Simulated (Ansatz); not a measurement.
BaTiO3 (Barioperovskite), 5 atoms in the cell. Symmetry: Amm2, No. 38, orthorhombic system. Conventional cell: a = 3.986 Å, b = 5.674 Å, c = 5.690 Å, α = 90.00°, β = 90.00°, γ = 90.00°. Around Ba (site symmetry mm2) lie 12 O at 2.77 to 2.92 Å. Ti (site symmetry mm2) has 6 O at 1.93 to 2.09 Å as nearest neighbours. O (site symmetry m) has 2 Ti at 1.93 to 2.09 Å as nearest neighbours. O (site symmetry mm2) has 2 Ti at 2.00 Å as nearest neighbours. 

* Program: Ansatz 0.2.0
* Task: band structure
* Functional: r2SCAN
* Potentials or basis: Ansatz PAW
* Cutoff: 500 eV (not typed: the program's choice for these potentials)
* k mesh: 7 × 7 × 7
* Occupations: fermi-dirac, width 0.05 eV
* Spin: no spin polarisation
* Hubbard terms: Ti d U = 5 eV
* Path: [["G", "X", "S", "R", "A", "Z", "G", "Y", "X1", "A1", "T", "Y"], ["Z", "T"]]
* Points for each segment of the path: 14
* Hubbard projectors: ortho-atomic (the default)
* Double counting: fll (the default)

Potentials or basis: Ansatz PAW.

Run with:

```bash
$ ansatz run input.yaml --threads 2 --pin off --max-ram 5632MiB --backend cpu --events-out ev --progress --plain --runs-dir out
```

Hardware: 2 threads of Arm Neoverse V1, on a shared host.

Problem. How long does it take, and how much memory?

Solution. Run time: 37 s on 2 threads of Arm Neoverse V1, on a shared host, peak memory 0.69 GiB. Counts: scf iterations 9, plane waves 1639, k points 64, bands 32.
